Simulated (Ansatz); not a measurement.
## 7 guesses for HgH3 and where they end

Computed with DFT PBE, scalar-relativistic, plane waves, PAW (Ansatz). Settings: cutoff 420 eV, Γ-centred meshes spaced at most about 0.3 Å⁻¹, and about 0.25 Å⁻¹ or finer for metals (2π included), Gaussian smearing. No spin polarisation in the final relaxations.

Each guess was relaxed in cell and atoms at zero pressure, within the symmetry of its start. These are static total energies at zero pressure. Coordination counts H atoms around Hg (those within 1.25 times the shortest such distance or 1.15 times the sum of covalent radii; a plus sign parts nearer from farther groups; the shortest distance is added where it is long for a bond; a slash parts the counts of unlike sites).

```tsv
guess	made from	start group	V start (Å³/atom)	end group	V end (Å³/atom)	coordination at the end	gap on mesh (eV)	E over the lowest end (meV/atom)
1	Tb3Pr type	P-6m2	15.8	P-6m2	24.2	Hg 2	0	185
2	Hf3Pb type	P6_3/mmc	12.3	P6_3/mmc	10.5	Hg 6	0	730
3	random cell	Pm-3m	14.5	Pm-3m	46.0	Hg 6+6 from 3.2 Å/24 from 5.1 Å	4.85	0
4	random cell	P-6m2	13.4	P-6m2	10.7	Hg 6+12 from 3.2 Å	0	675
5	random cell	Fm-3m	14.1	?	?	?	?	?
6	Zr3Ag type	P4/mmm	14.7	P4/mmm	9.0	Hg 12	0	1145
7	random cell	P6/mmm	14.8	P6/mmm (anti-Li3N)	11.0	Hg 2+6	0	729
```

Guess 5 as it starts:

```
Hg H
1.0
     0.00000    3.83797    3.83797
     3.83797    0.00000    3.83797
     3.83797    3.83797    0.00000
Hg H
2 6
Direct
  0.25000 0.25000 0.25000
  0.75000 0.75000 0.75000
  0.19253 0.80747 0.80747
  0.80747 0.19253 0.19253
  0.80747 0.19253 0.80747
  0.19253 0.80747 0.19253
  0.80747 0.80747 0.19253
  0.19253 0.19253 0.80747
```

Problem. Fill in the missing row: what does this guess relax into, and where does it rank?

Solution. It ends in space group Fm-3m (No. 225), with a = 6.932 Å, 10.4 Å³/atom and no gap. It lies 0.92 eV/atom over the lowest end, above guess 2 and below guess 6. Counting H atoms around Hg, this end has Hg 12 from 2.6 Å and the lowest (guess 3) has Hg 6+6 from 3.2 Å/24 from 5.1 Å. The lowest (guess 3) holds H–H pairs as short as in free H₂ molecules (shortest 0.75 Å); in this end the shortest H–H distance is 1.33 Å.

```yaml
crystal:
  lattice:
    - [0.00000, 3.46586, 3.46586]
    - [3.46586, 0.00000, 3.46586]
    - [3.46586, 3.46586, 0.00000]
  atoms:
    - { symbol: Hg, position: [0.25000, 0.25000, 0.25000] }
    - { symbol: Hg, position: [0.75000, 0.75000, 0.75000] }
    - { symbol: H, position: [0.13608, 0.86392, 0.86392] }
    - { symbol: H, position: [0.86392, 0.13608, 0.13608] }
    - { symbol: H, position: [0.86392, 0.13608, 0.86392] }
    - { symbol: H, position: [0.13608, 0.86392, 0.13608] }
    - { symbol: H, position: [0.86392, 0.86392, 0.13608] }
    - { symbol: H, position: [0.13608, 0.13608, 0.86392] }
```

Energies over the elements count from the elements' standard structures at the same level (H₂ as a molecule), with no fitted energy shifts. The references include crystalline Hg.

Problem. Is the lowest end bound against the elements?

Solution. No: its formation energy is +0.034 eV/atom. A positive value: parting into the elements would lower its energy.

The k mesh leaves some 4 meV/atom of noise in the energy of each metallic cell. Weakly bound directions are ill-defined at this level, which has no dispersion term (Pm-3m, P-6m2 at 24.2 Å³/atom, P-6m2 at 10.7 Å³/atom, P6_3/mmc, Fm-3m), and this can change margins and order among such cells. These runs have no spin–orbit coupling, which can matter for Hg. Kohn–Sham gaps at this level usually fall short of measured ones. The missing spin–orbit coupling can work the other way here. A magnetic state wasn't ruled out in cells without spin, among them P-6m2 at 24.2 Å³/atom, P-6m2 at 10.7 Å³/atom, P6/mmm, P4/mmm. With hydrogen, zero-point motion can shift formation energies by some tens of meV/atom. Cells relaxed within their symmetry can be saddle points. A lower structure may well exist outside this small set. Some types were kept out of the candidates beforehand, so the set may lack a known form.
